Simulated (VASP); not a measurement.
# Nb5N4 in VASP: notebook

One slab, Nb5N4, is run at these levels: LDA; tasks: single point.

Program: VASP 6.6.1. These are calculated values, not measurements. Logs are shortened: lines on timing, memory, paths and dates and some standing lists are left out, and cuts for length are marked.

## (1) Starting point

The cell holds a slab with vacuum, 9 atoms: a = 2.940 Å, b = 2.940 Å, c = 23.160 Å, α = 90.00°, β = 90.00°, γ = 120.00°.

## (2) Single point, LDA

INCAR

```
SYSTEM = Nb5N4
PREC     = Accurate       ! precision mode
ENCUT    = 400            ! plane-wave cutoff, eV
EDIFF    = 1E-7           ! SCF threshold, eV
ISMEAR   = 1              ! smearing method
SIGMA    = 0.3            ! smearing width, eV
LREAL    = .FALSE.        ! projectors in reciprocal space
LASPH    = .TRUE.         ! aspherical terms in the spheres
NELM     = 120            ! most SCF steps
ALGO     = Normal         ! electronic algorithm
ISIF     = 2              ! what is computed and relaxed
LWAVE    = .FALSE.        ! write WAVECAR
LCHARG   = .FALSE.        ! write CHGCAR
LDIPOL   = .TRUE.       
IDIPOL   = 3            
DIPOL    = 0.5 0.5 0.500
GGA      = CA             ! functional
NBANDS   = 60             ! bands
LVHAR    = .TRUE.       
LVACPOTAV= .TRUE.
```

KPOINTS

```
Automatic mesh
0
G
  10 10 1
  0 0 0
```

POSCAR

```
Nb5N4
1.0
    2.9399979705      0.0000000000      0.0000000000
   -1.4699989852      2.5461129295      0.0000000000
    0.0000000000      0.0000000000     23.1600000000
Nb N
5 4
Direct
    0.0000000000      0.0000000000      0.2590673575
    0.0000000000      0.0000000000      0.3795336788
    0.0000000000      0.0000000000      0.5000000000
    0.0000000000      0.0000000000      0.6204663212
    0.0000000000      0.0000000000      0.7409326425
    0.6666666667      0.3333333334      0.3193005181
    0.6666666667      0.3333333334      0.4397668394
    0.6666666667      0.3333333334      0.5602331606
    0.6666666667      0.3333333334      0.6806994819
```

Potentials or basis: VASP PAW LDA potentials, release 64 (Nb_sv, N).

Command:

```bash
$ cat potpaw_LDA.64/Nb_sv/POTCAR potpaw_LDA.64/N/POTCAR > POTCAR
$ mpirun -np 1 vasp_std > vasp.out
```

OUTCAR:

```text
SYSTEM = Nb5N4
   PREC = Accurate
   ENCUT = 400
   EDIFF = 1E-7
   ISMEAR = 1
   LREAL = .FALSE.
   LASPH = .TRUE.
   NELM = 120
   ISIF = 2
   GGA = CA

 Found     14 irreducible k-points:

 Following reciprocal coordinates:
            Coordinates               Weight
  0.000000  0.000000  0.000000      1.000000
  0.100000 -0.000000  0.000000      6.000000
  0.200000 -0.000000  0.000000      6.000000
  0.300000  0.000000  0.000000      6.000000
  0.400000  0.000000  0.000000      6.000000
  0.500000  0.000000  0.000000      3.000000
   k-points           NKPTS =     14   k-points in BZ     NKDIM =     14   number of bands    NBANDS=     60
   number of dos      NEDOS =    301   number of ions     NIONS =      9
   total plane-waves  NPLWV =  64000
   dimension x,y,z NGX =    20 NGY =   20 NGZ =  160
   dimension x,y,z NGXF=    40 NGYF=   40 NGZF=  320
   ions per type =               5   4
   NGX,Y,Z   is equivalent  to a cutoff of  11.31, 11.31, 11.49 a.u.
   NGXF,Y,Z  is equivalent  to a cutoff of  22.62, 22.62, 22.97 a.u.
 SYSTEM =  Nb5N4
   PREC   = accura    normal or accurate (medium, high low for compatibility)
   ISTART =      0    job   : 0-new  1-cont  2-samecut
   ICHARG =      2    charge: 1-file 2-atom 10-const
   ISPIN  =      1    spin polarized calculation?
   LNONCOLLINEAR =      F non collinear calculations
   LSORBIT =      F    spin-orbit coupling
   LASPH  =      T    aspherical Exc in radial PAW
   ENCUT  =  400.0 eV  29.40 Ry    5.42 a.u.   4.79  4.79 37.77*2*pi/ulx,y,z
   NELM   =    120;   NELMIN=  2; NELMDL= -5     # of ELM steps
   EDIFF  = 0.1E-06   stopping-criterion for ELM
   LREAL  =      F    real-space projection
   EDIFFG = 0.1E-05   stopping-criterion for IOM
   NSW    =      0    number of steps for IOM
   IBRION =     -1    ionic relax: 0-MD 1-quasi-New 2-CG
   NFREE  =      0    steps in history (QN), initial steepest desc. (CG)
   ISIF   =      2    stress and relaxation
   ISYM   =      2    0-nonsym 1-usesym 2-fastsym
   POTIM  = 0.5000    time-step for ionic-motion
   TEBEG  =    0.0;   TEEND  =   0.0 temperature during run
   PSTRESS=    0.0 pullay stress
   NELECT =      85.0000    total number of electrons
   NUPDOWN=      -1.0000    fix difference up-down
   EMIN   =  10.00;   EMAX   =-10.00  energy-range for DOS
   EFERMI =   0.00;   METHOD = LEGACY
   ISMEAR =     1;   SIGMA  =   0.30  broadening in eV -4-tet -1-fermi 0-gaus
   EFERMI_NEDOS =   21; number of points for ismear=-14 and -15
   IALGO  =     38    algorithm
   IMIX   =      4    mixing-type and parameters
     AMIX     =   0.40;   BMIX     =  1.00
     AMIX_MAG =   1.60;   BMIX_MAG =  1.00
  volume/ion in A,a.u.               =      19.26       129.99
  Fermi-wavevector in a.u.,A,eV,Ry     =   1.290902  2.439452 22.673141  1.666429
  Thomas-Fermi vector in A             =   2.422705
   LORBIT       =      0    0 simple, 1 ext, 2 COOP (PROOUT), +10 PAW based schemes
   GGA     = CA    functional components
   LHFCALC =     F    Hartree Fock is set to
   AEXX    =    0.0000 exact exchange contribution
   IVDW    =     0    specifies the selected vdW correction
   LEPSILON=     F    determine dielectric tensor
   LRPA    =     F    only Hartree local field effects (RPA)
 non-spin polarized calculation
 Methfessel and Paxton  Order N= 1 SIGMA  =   0.30
  energy-cutoff  :      400.00
  volume of cell :      173.37
 maximum number of plane-waves:      3180
 NGX is ok and might be reduce to    20
   NGX =  9   NGY =  9   NGZ = 75

 dipolmoment           0.000000      0.000000     -0.000000 electrons x Angstroem

 number of electron      84.9999993 magnetization

 dipolmoment           0.000000      0.000000      0.000000 electrons x Angstroem

 Free energy of the ion-electron system (eV)
  ---------------------------------------------------
  ext. energy  EPLUGINS =         0.00000000
  ---------------------------------------------------
  free energy    TOTEN  =      -100.68247100 eV

  energy without entropy =     -100.71867853  energy(sigma->0) =     -100.69454017

 E-fermi :   5.4580     XC(G=0):  -8.8659

 val. band max:        5.3078822882   @ k =   0.5000   0.0000   0.0000
 cond. band min:       5.5199130242   @ k =   0.0000   0.0000   0.0000
 fundamental gap:      0.2120307361
 Fermi energy:         5.4580286040

 k-point     1 :       0.0000    0.0000    0.0000
  band No.  band energies     occupation
      1     -49.7240      2.00000
      2     -49.6926      2.00000
      3     -49.5893      2.00000
      4     -49.2784      2.00000
      5     -49.2783      2.00000
      6     -26.8164      2.00000
[... 46 lines left out ...]
     53       7.7534     -0.00000
     54       8.6476     -0.00000

 k-point     2 :       0.1000   -0.0000    0.0000
  band No.  band energies     occupation
      1     -49.7077      2.00000
      2     -49.6766      2.00000
      3     -49.5736      2.00000
      4     -49.2634      2.00000
      5     -49.2633      2.00000
      6     -26.7835      2.00000
[... 46 lines left out ...]
     53       8.2965     -0.00000
     54       8.5488     -0.00000

 k-point     3 :       0.2000   -0.0000    0.0000
  band No.  band energies     occupation
      1     -49.6647      2.00000
      2     -49.6343      2.00000
      3     -49.5323      2.00000
      4     -49.2238      2.00000
      5     -49.2237      2.00000
      6     -26.6964      2.00000
[... 46 lines left out ...]
     53       8.5164     -0.00000
     54       8.6540     -0.00000

 k-point     4 :       0.3000    0.0000    0.0000
  band No.  band energies     occupation
      1     -49.6109      2.00000
      2     -49.5816      2.00000
      3     -49.4808      2.00000
      4     -49.1743      2.00000
      5     -49.1742      2.00000
      6     -26.5859      2.00000
[... 46 lines left out ...]
     53       8.2859     -0.00000
     54       9.1359     -0.00000

 k-point     5 :       0.4000    0.0000    0.0000
  band No.  band energies     occupation
      1     -49.5669      2.00000
      2     -49.5385      2.00000
      3     -49.4387      2.00000
      4     -49.1339      2.00000
      5     -49.1338      2.00000
      6     -26.5386      2.00000
[... 46 lines left out ...]
     53       9.3880     -0.00000
     54       9.6025     -0.00000

 k-point     6 :       0.5000    0.0000    0.0000
  band No.  band energies     occupation
      1     -49.5500      2.00000
      2     -49.5219      2.00000
      3     -49.4225      2.00000
      4     -49.1184      2.00000
      5     -49.1183      2.00000
      6     -26.6501      2.00000
[... 46 lines left out ...]
     53       9.8829     -0.00000
     54      10.0197     -0.00000

 [... further k-points ...]

 [bands above 54 left out]

------------------------ aborting loop because EDIFF is reached ----------------------------------------

  FORCE on cell =-STRESS in cart. coord.  units (eV):
  Direction    XX          YY          ZZ          XY          YZ          ZX
  --------------------------------------------------------------------------------------
  -------------------------------------------------------------------------------------
  Total       -8.0512993     -8.0512993      3.6920663     -0.0000000      0.0000000      0.0000000
  in kB      -74.4069163    -74.4069163     34.1206127     -0.0000000      0.0000000      0.0000000
  external PRESSURE =     -38.2310733 kB  Pullay stress =       0.0000000 kB

 VOLUME and BASIS-vectors are now :
 -----------------------------------------------------------------------------
  energy-cutoff  :      400.00
  volume of cell :      173.37
      direct lattice vectors                 reciprocal lattice vectors
     2.939997970  0.000000000  0.000000000     0.340136289  0.196377778  0.000000000
    -1.469998985  2.546112930  0.000000000     0.000000000  0.392755556  0.000000000
     0.000000000  0.000000000 23.160000000     0.000000000  0.000000000  0.043177893

 POSITION                                       TOTAL-FORCE (eV/Angst)
 -----------------------------------------------------------------------------------
      0.00000      0.00000      6.00000         0.000000     -0.000000     -0.409753
      0.00000      0.00000      8.79000         0.000000     -0.000000     -0.474314
      0.00000      0.00000     11.58000         0.000000      0.000000      0.000000
      0.00000      0.00000     14.37000         0.000000      0.000000      0.474314
      0.00000      0.00000     17.16000         0.000000     -0.000000      0.409753
      1.47000      0.84870      7.39500        -0.000000     -0.000000      0.130132
      1.47000      0.84870     10.18500         0.000000     -0.000000      0.022755
      1.47000      0.84870     12.97500         0.000000     -0.000000     -0.022755
      1.47000      0.84870     15.76500        -0.000000     -0.000000     -0.130132
 -----------------------------------------------------------------------------------
    total drift:                                0.000002     -0.000001      0.000000

  FREE ENERGIE OF THE ION-ELECTRON SYSTEM (eV)
  ---------------------------------------------------
  free  energy   TOTEN  =      -100.6824709973 eV

  energy  without entropy=     -100.7186785293  energy(sigma->0) =     -100.69454017

 vacuum level on the upper side and lower side of the slab        10.576        10.576
```

Wall time 3.4 min (1 thread of Intel Xeon Platinum 8488C (Sapphire Rapids), shared host); peak memory 0.23 GiB.

These settings aren't checked as converged: the numbers below hold their error.

What came out:

```yaml
Free_energy: -100.6825 eV
Largest_force: 0.474 eV/Å
Band_gap_on_the_k_mesh: none (metal or under the smearing width)
Work_function_of_the_upper_face: 5.12 eV
Work_function_of_the_lower_face: 5.12 eV
```

Caveat: the cutoff is under 1.25 times the usual one of these potentials, so pressure, stress and relaxed cells hold a basis-set (Pulay) error.

## (3) Single point, LDA

INCAR: that of step 2 with these lines changed.

```diff
@@ -3,5 +3,5 @@
 ENCUT    = 400            ! plane-wave cutoff, eV
-EDIFF    = 1E-7           ! SCF threshold, eV
+EDIFF    = 1E-5           ! SCF threshold, eV
 ISMEAR   = 1              ! smearing method
-SIGMA    = 0.3            ! smearing width, eV
+SIGMA    = 0.1            ! smearing width, eV
 LREAL    = .FALSE.        ! projectors in reciprocal space
```

KPOINTS is that of step 2.

POSCAR is that of step 2.

Potentials or basis: VASP PAW LDA potentials, release 64 (Nb_sv, N).

Command:

```bash
$ cat potpaw_LDA.64/Nb_sv/POTCAR potpaw_LDA.64/N/POTCAR > POTCAR
$ mpirun -np 1 vasp_std > vasp.out
```

Wall time 3.3 min (1 thread of Intel Xeon Platinum 8488C (Sapphire Rapids), shared host); peak memory 0.23 GiB.

These settings aren't checked as converged: the numbers below hold their error.

What came out:

* Free energy: -100.7011 eV
* Largest force: 0.477 eV/Å
* Band gap on the k mesh: none (metal or under the smearing width)
* Work function of the upper face: 5.06 eV
* Work function of the lower face: 5.06 eV

Caveat: the cutoff is under 1.25 times the usual one of these potentials, so pressure, stress and relaxed cells hold a basis-set (Pulay) error.

## (4) Single point, LDA

INCAR: that of step 3 with these lines changed.

```diff
@@ -2,4 +2,4 @@
 PREC     = Accurate       ! precision mode
-ENCUT    = 400            ! plane-wave cutoff, eV
-EDIFF    = 1E-5           ! SCF threshold, eV
+ENCUT    = 500            ! plane-wave cutoff, eV
+EDIFF    = 1E-7           ! SCF threshold, eV
 ISMEAR   = 1              ! smearing method
```

KPOINTS is that of step 3.

POSCAR is that of step 3.

Command:

```bash
$ cat potpaw_LDA.64/Nb_sv/POTCAR potpaw_LDA.64/N/POTCAR > POTCAR
$ mpirun -np 1 vasp_std > vasp.out
```

It took 5.2 min on 1 thread of Intel Xeon Platinum 8488C (Sapphire Rapids), shared host; peak memory 0.29 GiB.

These settings aren't checked as converged: the numbers below hold their error.

What came out:

- Free energy: -100.7032 eV
- Largest force: 0.476 eV/Å
- Band gap on the k mesh: none (metal or under the smearing width)
- Work function of the upper face: 5.06 eV
- Work function of the lower face: 5.06 eV
